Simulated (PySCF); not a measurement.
Molecule: `O=C1C=CC(=O)O1`, C4H2O3.

Bonds (- single, = double, # triple, : aromatic): O1=C2 1.188 Å, C2-C3 1.489 Å, C3=C4 1.335 Å, C4-C5 1.489 Å, C5=O6 1.188 Å, C5-O7 1.376 Å, O7-C2 1.376 Å. C3 carries H8; C4 carries H9.

Geometry PBE0-D3(BJ)/def2-SVP throughout; GIAO in PySCF 2.14, gas phase, one conformer, non-relativistic; equivalent atoms averaged; functional PBE0.

For orientation, 6-31G gives these shifts δ (against H2O, TMS at the same level): O1/O6 491.4, O7 276.2, C2/C5 160.6, C3/C4 132.4, H8/H9 6.89 ppm.

A run gave: O1/O6 475.8, O7 300.7, C2/C5 167.6, C3/C4 141.5, H8/H9 6.90 ppm (shifts δ (against H2O, TMS at the same level)).

Which basis set was used in that run?
A. 6-31G*
B. pcSseg-0
C. 6-311+G(2d,p)
D. STO-3G

Results:

C. C2/C5 tells them apart best: 6-311+G(2d,p) gives 167.6, STO-3G gives 116.9, 6-31G* gives 155.4, pcSseg-0 gives 180.2 ppm.
